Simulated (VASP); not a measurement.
**SnSe2: relaxation of cell and atoms with r2SCAN+rVV10**

SnSe2:

```
Sn Se
1.0
     3.84190    0.00000    0.00000
    -1.92095    3.32718    0.00000
     0.00000    0.00000    6.48588
Sn Se
1 2
Direct
  0.00000 0.00000 0.00000
  0.66667 0.33333 0.75710
  0.33333 0.66667 0.24290
```

The cell is a database's computed one.

```yaml
Program: VASP 6.6.1
Task: relaxation of cell and atoms
Functional: r2SCAN
Dispersion: rVV10
Potentials_or_basis: VASP PAW PBE potentials, release 64 (Sn_d, Se)
Cutoff: 600 eV
k_mesh: 9 × 9 × 4
Occupations: gaussian, width 0.02 eV
Spin: no spin polarisation
Further_INCAR_settings: ALGO = Normal; EDIFF = 1e-07; IBRION = 2; EDIFFG = -0.005; NSW = 90; ISIF = 3
```

- Relaxed volume: 26.42 Å³/atom
- Relaxed cell: a = 3.829 Å, b = 3.829 Å, c = 6.241 Å, α = 90.00°, β = 90.00°, γ = 120.00°
- Space group after relaxing (to 0.05 Å): P-3m1 (No. 164)
- Energy gained by relaxing: 3.6 meV/atom
- Ionic steps: 12
- Pressure after relaxing: 0.0 GPa
- Largest force after relaxing: 0.004 eV/Å
- Band gap on the k mesh: 1.00 eV, indirect (least direct gap 1.45 eV)

Forces on the atoms (eV/Å):
```
Sn   0.000  0.000  0.000
Se   0.000  0.000 -0.004
Se   0.000  0.000  0.004
```

The path:
```tsv
step	energy change (eV)	largest force (eV/Å)	pressure (GPa)	volume (Å³)
1	0.0000	0.0324	-0.69	82.91
2	-0.0017	0.1740	0.41	81.49
3	-0.0022	0.1286	0.05	81.93
4	-0.0035	0.0961	0.04	81.67
5	-0.0054	0.0011	0.01	80.89
6	-0.0066	0.0015	-0.01	80.73
7	-0.0092	0.0021	-0.07	80.22
8	-0.0104	0.0037	-0.14	79.20
9	-0.0107	0.0020	-0.13	79.50
10	-0.0107	0.0257	0.13	79.14
11	-0.0107	0.0132	0.01	79.30
12	-0.0108	0.0040	0.01	79.26
```

Final structure:
```
Sn Se
1.0
     3.82946    0.00000    0.00000
    -1.91473    3.31641    0.00000
     0.00000    0.00000    6.24111
Sn Se
1 2
Direct
  0.00000 0.00000 0.00000
  0.66667 0.33333 0.74723
  0.33333 0.66667 0.25277
```

Levels at points of the mesh, in eV from the valence-band top:
```csv
k point,band 11,band 12,band 13,band 14,band 15,band 16
"(0.00, 0.00, 0.00)",-0.29,-0.29,-0.10,1.40,3.55,5.06
"(0.00, 0.00, 0.50)",-0.67,-0.13,-0.13,2.80,3.49,4.79
```

Wall time 56 min on 1 thread of Intel(R) Xeon(R) Platinum 8375C CPU @ 2.90GHz (Ice Lake), on a shared host, peak memory 0.5 GiB.

Caveat: the PAW data sets were made with another functional, which shifts forces and pressure a little; spin-orbit coupling is left out, which moves the levels of the heavy elements; an odd mesh through Γ misses points on the zone boundary, where band edges often lie.
